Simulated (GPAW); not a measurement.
Runs of GPAW 26.7.0 on ZrB2. It takes space group P6/mmm (No. 191, hexagonal). Conventional cell: a = 3.170 Å, b = 3.170 Å, c = 3.533 Å, α = 90.00°, β = 90.00°, γ = 120.00°. Zr (site symmetry 6/mmm) has 12 B at 2.54 Å as nearest neighbours. Around B (site symmetry -6m2) lie 3 B at 1.83 Å. 

```tsv
task	level	potentials or basis	spin	k mesh	smearing	band path	band points	spin axis theta (degrees)	spin axis phi (degrees)	soc after scf	pressure (GPa)
band structure	PBE	GPAW PAW data sets (gpaw-data 1.2.1), pw	SOC, no magnetisation	7 × 7 × 6	fermi-dirac 0.05 eV	GMKGALHA,LM,KH	100	0	0	second variation	-0.1
single point	PBE	GPAW PAW data sets (gpaw-data 1.2.1), pw	off	10 × 10 × 8	gaussian 0.011 eV	-	-	-	-	-	-0.1
band structure	PBE	GPAW PAW data sets (gpaw-data 1.2.1), pw	off	10 × 10 × 8	fermi-dirac 0.05 eV	GMKGALHA,LM,KH	100	-	-	-	-0.1
band structure	PBEsol	PAW data sets generated in the run's folder for this functional, pw	SOC, no magnetisation	7 × 7 × 6	fermi-dirac 0.05 eV	GMKGALHA,LM,KH	60	0	0	second variation	-4.8
band structure	LDA	the program's PAW data sets (release 1.2.1) made for this functional, pw	off	10 × 10 × 8	fermi-dirac 0.05 eV	GMKGALHA,LM,KH	60	-	-	-	(a)
```

Alike in all rows: cell as given; cutoff (eV) 800.

**Question.** Fill in the values left out.

**Answer.** (a) -9.8.

Caveats: spin-orbit coupling was added after a scalar SCF, so levels and gaps hold it while energy, forces, pressure and moments don't (some runs).
